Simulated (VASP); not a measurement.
Crystal: LiH.

```
Li H
1.0
     2.50166    0.00000    0.00000
     0.00000    2.50166    0.00000
     0.00000    0.00000    2.50166
Li H
1 1
Direct
  0.00000 0.00000 0.00000
  0.50000 0.50000 0.50000
```

The cell was built by a generator and needn't be a form met in nature.

Base run:

- Program: VASP 6.6.1
- Functional: HSE06
- Potentials or basis: VASP PAW PBE potentials, release 64 (Li_sv, H)
- Cutoff: 520 eV
- k mesh: 6 × 6 × 6
- Occupations: gaussian, width 0.01 eV
- Spin: no spin polarisation

Its results: band gap on the k mesh 1.43 eV, indirect (least direct gap 5.27 eV).

The run is repeated on the same cell with these changes: functional from HSE06 to PBE; k mesh from 6 × 6 × 6 to 8 × 8 × 8. What comes out?

Band gap on the k mesh 0.73 eV, indirect (least direct gap 4.21 eV).

Several settings changed at once, so the effect can't be laid on one alone.

A k mesh can miss the band edges.
